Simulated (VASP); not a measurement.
Here is a VASP 6.6.1 calculation.

POSCAR

```
WS2
1.0
    0.0000000000      2.9311595479      2.9311595479
    2.9311595479      0.0000000000      2.9311595479
    2.9311595479      2.9311595479      0.0000000000
W S
1 2
Direct
    0.0000000000      0.0000000000      0.0000000000
    0.2500000000      0.2500000000      0.2500000000
    0.7500000000      0.7500000000      0.7500000000
```

Contents of INCAR.step1:

```
SYSTEM = WS2
ALGO = Normal
EDIFF = 1E-5
ENCUT = 520
GGA = PE
ISIF = 2
ISMEAR = -1
LASPH = .TRUE.
LCHARG = .FALSE.
LREAL = .FALSE.
LWAVE = .TRUE.
NBANDS = 20
NELM = 60
PREC = Accurate
SIGMA = 0.02
```

File INCAR.step2:

```
SYSTEM = WS2
ALGO = Normal
EDIFF = 1E-6
ENCUT = 520
GGA = PE
HFSCREEN = 0.2079
ISIF = 2
ISMEAR = -1
ISTART = 1
LASPH = .TRUE.
LCHARG = .FALSE.
LHFCALC = .TRUE.
LREAL = .FALSE.
LWAVE = .FALSE.
NBANDS = 20
NELM = 60
PREC = Accurate
PRECFOCK = Normal
SIGMA = 0.02
```

The input KPOINTS:

```
k-points
0
G
  4 4 4
  0 0 0
```

Potentials or basis: VASP PAW PBE potentials, release 64 (W_sv, S).

The run is started by

```console
$ cat potpaw_PBE.64/W_sv/POTCAR potpaw_PBE.64/S/POTCAR > POTCAR
$ cp INCAR.step1 INCAR
$ mpirun -np 1 vasp_std > vasp.out
$ cp INCAR.step2 INCAR
$ mpirun -np 1 vasp_std > vasp.out
```

Problem. Estimate the pressure.

Solution. -4.4 GPa.

Problem. What does it give for the band gap on the k mesh?

Solution. None (metal or under the smearing width).

Caveat: the k mesh is coarse (spacing up to 0.46 Å⁻¹), so the values aren't converged, least of all with exact exchange; the PAW data sets were made with another functional, which shifts forces and pressure a little. Spin-orbit coupling is left out, which matters for the levels of W.
